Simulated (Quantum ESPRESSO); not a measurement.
NaCl: phonons with PBEsol

**Measured values to compare with.**

A printed reference work, textbook reports, for a bulk crystal of NaCl at 80 K: high-frequency dielectric constant 2.34.

Crystal: NaCl.

```
Cl Na
1.0
     0.00000    2.79406    2.79406
     2.79406    0.00000    2.79406
     2.79406    2.79406    0.00000
Cl Na
1 1
Direct
  0.50000 0.50000 0.50000
  0.00000 0.00000 0.00000
```

The cell is a database's computed one.

| Property | Result |
| --- | --- |
| Program | Quantum ESPRESSO 7.5 |
| Task | phonons |
| Functional | PBEsol |
| Potentials or basis | GBRV 1.5 PBEsol |
| Cutoff | 612 eV |
| Density cutoff | 4898 eV |
| k mesh | 4 × 4 × 4, shifted |
| Occupations | fermi-dirac, width 0.05 eV |
| Spin | no spin polarisation |
| Mixing beta | 0.5 |
| Most SCF iterations | 120 |
| SCF threshold | 4e-10 Ry |

```json
{
 "Relaxed volume": "22.05 Å³/atom",
 "Relaxed cell": "a = 3.966 Å, b = 3.966 Å, c = 3.966 Å, α = 60.00°, β = 60.00°, γ = 60.00°",
 "Space group after relaxing (to 0.05 Å)": "Fm-3m (No. 225)",
 "Pressure after relaxing": "0.0 GPa",
 "Electronic dielectric tensor (diagonal)": "2.57",
 "Born charges (mean of the diagonal)": "Cl -1.09; Na +1.09 e",
 "Highest phonon frequency at Γ, LO-TO splitting left out": "167 cm⁻¹",
 "Static dielectric tensor (diagonal)": "6.01"
}
```

The path:
```tsv
step	energy change (eV)	largest force (eV/Å)	pressure (GPa)	volume (Å³)
1	0.0000	0.0000	0.28	43.63
2	-0.0001	0.0000	0.25	43.69
3	-0.0002	0.0000	0.20	43.76
4	-0.0003	0.0000	0.14	43.86
5	-0.0004	0.0000	0.05	44.01
6	-0.0004	0.0000	0.00	44.10
```

Final structure:
```
CELL_PARAMETERS angstrom
0.00000 2.80410 2.80410
2.80410 0.00000 2.80410
2.80410 2.80410 0.00000
ATOMIC_POSITIONS crystal
Cl 0.50000 0.50000 0.50000
Na 0.00000 0.00000 0.00000
```

Levels at points of the mesh, in eV from the valence-band top:
| k point | band 4 | band 5 | band 6 | band 7 | band 8 | band 9 | band 10 | band 11 | band 12 | band 13 |
| --- | --- | --- | --- | --- | --- | --- | --- | --- | --- | --- |
| (0.12, 0.12, 0.12) | -20.62 | -12.59 | -0.35 | 0.00 | 0.00 | 5.55 | 10.42 | 11.16 | 11.16 | 12.86 |

Phonon frequencies in cm⁻¹ (negative: imaginary):
```csv
q point,frequencies
"(0.000, 0.000, 0.000)",-12 -12 -12 167 167 167
```

Electronic dielectric tensor:
```
2.57 0.00 0.00
0.00 2.57 0.00
0.00 0.00 2.57
```

Born effective charge tensors (e):
atom 1, Cl
```
-1.09  0.00  0.00
 0.00 -1.09  0.00
 0.00  0.00 -1.09
```
atom 2, Na
```
1.09 0.00 0.00
0.00 1.09 0.00
0.00 0.00 1.09
```

Optical modes at Γ, degenerate ones joined, polar ones without the macroscopic field:
```csv
cm⁻¹,components,symmetry,active in,"IR intensity, summed ((D/Å)²/amu)"
167,3,T1u,IR,5.94
```

Zone-centre frequencies without and with the macroscopic field along z (cm⁻¹):
|  | optical modes in rising order |
| --- | --- |
| without | 167 167 167 |
| with the field | 167 167 255 |

Static dielectric tensor, electrons and zone-centre modes:
```
6.01 0.00 0.00
0.00 6.01 0.00
0.00 0.00 6.01
```

Wall time 2.7 min on 1 thread of Arm Neoverse V1, on a shared host, peak memory 0.15 GiB.

Against the measured high-frequency dielectric constant of NaCl, 2.34 (80 K; a printed reference work, textbook), the calculated 2.57 is off by +9.8 %.
